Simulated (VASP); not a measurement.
An input for Quantum ESPRESSO's pw.x (written as the equivalent of a VASP run, and not itself run):

```
&CONTROL
  calculation = 'vc-relax'
  pseudo_dir = './pseudo'
  outdir = './out'
  tprnfor = .true.
  tstress = .true.
  nstep = 60
  forc_conv_thr = 0.00039
/
&SYSTEM
  ibrav = 0
  nat = 2
  ntyp = 2
  ecutwfc = 74
  occupations = 'smearing'
  smearing = 'gaussian'
  degauss = 0.003675
  input_dft = 'pbesol'
/
&ELECTRONS
  conv_thr = 7.3e-08
  electron_maxstep = 100
/
&IONS
/
&CELL
/
ATOMIC_SPECIES
  Li 6.940 Li.upf
  I 126.904 I.upf
CELL_PARAMETERS angstrom
     0.0000000    3.0100000    3.0100000
     3.0100000    0.0000000    3.0100000
     3.0100000    3.0100000    0.0000000
ATOMIC_POSITIONS crystal
  Li   0.0000000  0.0000000  0.0000000
  I    0.5000000  0.5000000  0.5000000
K_POINTS automatic
  7 7 7 0 0 0
```

**Question.** Write the VASP files for the same calculation (PBEsol).

**Answer.** This is not unique; one that fits is 
### INCAR
```
! general
SYSTEM  = LiI
PREC    = Accurate
ENCUT   = 520
LREAL   = .False.
LASPH   = .True.

! electronic loop
EDIFF   = 1E-6
NELM    = 100
ALGO    = Normal
LMAXMIX = 4

! smearing
ISMEAR  = 0
SIGMA   = 0.05

! functional
GGA     = PS

! ions
IBRION  = 2
NSW     = 60
ISIF    = 3
EDIFFG  = -0.01

! output
LWAVE   = .False.
LCHARG  = .False.
```

File KPOINTS:
```
Automatic mesh
0
Gamma
7 7 7
0 0 0
```

**POSCAR**
```
LiI
1
    0.0000000000     3.0100000000     3.0100000000
    3.0100000000     0.0000000000     3.0100000000
    3.0100000000     3.0100000000     0.0000000000
Li I
1 1
Direct
  0.0000000000   0.0000000000   0.0000000000
  0.5000000000   0.5000000000   0.5000000000
```

POTCAR, in this order: Li_sv I (PBE.64 set). Program: vasp_std.

The two are equivalent in intent, not identical: the potentials are each code's own (VASP's PAW set, PseudoDojo norm-conserving files in pw.x), so ENCUT and ecutwfc are chosen apart and not converted; conv_thr bounds pw.x's estimated SCF error, while EDIFF bounds the energy change between steps; forc_conv_thr acts on force components and is met together with etot_conv_thr.

The compound is LiI in the rock salt structure. This run relaxes it. Symmetry was kept, so distortions that lower it aren't found.
